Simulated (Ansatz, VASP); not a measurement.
## P: VASP beside Ansatz

```xyz
1
Lattice="0.0000 1.8607 1.8607 1.8607 0.0000 1.8607 1.8607 1.8607 0.0000" Properties=species:S:1:pos:R:3 pbc="T T T"
P     0.0000    0.0000    0.0000
```

Alike in both runs: task single point; functional r2SCAN; k mesh 16 × 16 × 16; occupations fermi-dirac, width 0.1 eV; no spin polarisation.

|  | VASP | Ansatz |
| --- | --- | --- |
| version | VASP 6.6.1 | Ansatz 0.2.0 |
| potentials or method | VASP PAW PBE potentials, release 64 (P) | plane waves (500 eV) with PAW, scalar-relativistic |
| plane-wave cutoff (eV) | 520 | 500 |
| valence electrons in the cell | 5 | 5 |

```tsv
	VASP	Ansatz	Ansatz less VASP
pressure (GPa)	14.9	15.0	+0.15
```

Caveats: the PAW data sets were made with another functional, which shifts forces and pressure a little (VASP).
